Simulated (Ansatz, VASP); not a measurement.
# Ti in VASP and in Ansatz

```
Ti
1.0
    -2.29603    2.29603    1.33129
     2.29603   -2.29603    1.33129
     2.29603    2.29603   -1.33129
Ti
2
Direct
  0.62500 0.87500 0.75000
  0.37500 0.12500 0.25000
```

Alike in both runs: functional LDA; k mesh 17 × 17 × 17; occupations fermi-dirac, width 0.05 eV; no spin polarisation.

Ansatz relaxed the structure, and its values are those at the end. VASP's run is a single point on that final structure, the one shown.

|  | VASP | Ansatz |
| --- | --- | --- |
| version | VASP 6.6.1 | Ansatz 0.2.0 |
| potentials or method | VASP PAW LDA potentials, release 64 (Ti_sv), cutoff 520 eV | all-electron LAPW, scalar-relativistic |

|  | VASP | Ansatz | Ansatz less VASP |
| --- | --- | --- | --- |
| pressure (GPa) | 17.2 | 17.0 | -0.20 |

Ansatz ran all-electron here, so the differences hold the error of VASP's frozen core and of both bases.

Caveats: so large a pressure means that the cell lies far from this level's equilibrium, or that cutoff or potentials fall short (VASP).
